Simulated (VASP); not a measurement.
Write the native input for VASP 6.6.1 that does the following.

| Quantity | Value |
| --- | --- |
| Task | relaxation of cell and atoms |
| Functional | PBE |
| Potentials or basis | VASP PAW PBE potentials, release 64 (W_sv, C) |
| Cutoff | 520 eV |
| k mesh | 6 × 6 × 6 |
| Occupations | gaussian, width 0.1 eV |
| Spin | no spin polarisation |
| Further INCAR settings | ALGO = Fast; EDIFF = 1e-07; IBRION = 2; EDIFFG = -0.002; NSW = 80; ISIF = 3 |

The structure of WC lies in POSCAR:

```
WC                                      
1.0
    2.9278039278      0.0000000000     -0.0000000000
   -1.4639019639      2.5355525828      0.0000000000
    0.0000000000      0.0000000000      2.8446540992
  W               C             
     1     1
Direct
     1.0000000000000000    1.0000000000000000    0.0000000000000000
     0.6666666699999979    0.3333333300000021    0.5000000000000000
```

The input as run:

INCAR

```
SYSTEM = WC
ALGO = Fast ; EDIFF = 1E-7
EDIFFG = -0.002 ; ENCUT = 520
GGA = PE ; IBRION = 2
ISIF = 3 ; ISMEAR = 0
LASPH = .True. ; LCHARG = .False.
LREAL = .False. ; LWAVE = .False.
NELM = 100 ; NSW = 80
PREC = Accurate ; SIGMA = 0.1
```

KPOINTS

```
k-points
0
Gamma
  6 6 6
  0 0 0
```

Potentials or basis: VASP PAW PBE potentials, release 64 (W_sv, C).

Run with:

```sh
$ cat potpaw_PBE.64/W_sv/POTCAR potpaw_PBE.64/C/POTCAR > POTCAR
$ mpirun -np 1 vasp_std > vasp.out
```

Results of the run:

```yaml
Pressure_after_relaxing: 0.0 GPa
Band_gap_on_the_k_mesh: none (metal or under the smearing width)
```

Caveat: the k mesh is coarse (spacing up to 0.41 Å⁻¹), so the values aren't converged; the relaxation stopped at its first step, so nothing moved.

Wall time 8 s on 1 thread of Intel(R) Xeon(R) Platinum 8259CL CPU @ 2.50GHz (Skylake/Cascade Lake), on a shared host, peak memory 0.14 GiB.
